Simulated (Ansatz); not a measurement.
# Phases of In at 66 GPa

Structure types of In are relaxed in primitive cells with their symmetry kept at 66 GPa, first on PAW files, then by LAPW. The enthalpy is E + pV at zero temperature, without zero-point motion. Only the types listed were tried, and differences under about 5 meV/atom are mesh noise. Not among the end structures: fcc, which may lie lower.

All numbers are PBE results (scalar-relativistic) from Ansatz 0.2.0, with Fermi–Dirac smearing of 0.05 eV, no spin polarisation. Methods: LAPW: all electrons, basis error target 0.5 meV/atom; PAW: frozen-core files, cutoff 420 eV.

k meshes: bcc 17×17×17, hcp 15×15×8, omega 8×8×11, sc 15×15×15, simple hexagonal 16×16×15.

Order the types by LAPW enthalpy, lowest first.
A. omega
B. simple hexagonal
C. hcp
D. sc
E. bcc

C (0 meV/atom), E (47 meV/atom), A (89 meV/atom), B (220 meV/atom), D (503 meV/atom).

```
      start type                   ends as          a, b, c (Å)  V (Å³/atom)  H − H(lowest), LAPW (meV/atom)  same, PAW
             bcc                bcc, Im-3m  3.219, 3.219, 3.219        16.68                            46.8       47.0
             hcp             hcp, P6_3/mmc  2.840, 2.840, 4.752        16.60                             0.0        0.0
           omega             omega, P6/mmm  4.586, 4.586, 2.755        16.72                            88.9       89.0
              sc                 sc, Pm-3m  2.590, 2.590, 2.590        17.37                           503.3      502.7
simple hexagonal  simple hexagonal, P6/mmm  2.736, 2.736, 2.618        16.97                           219.7      219.4
```

Split the lead of hcp over bcc into energy and pV.

For bcc less hcp: ΔE = +11.2 meV/atom, and p·ΔV = 66 GPa × +0.0865 Å³ × 6.242 meV/(GPa·Å³) = +35.6 meV/atom, together 46.8 meV/atom. hcp wins on both counts.
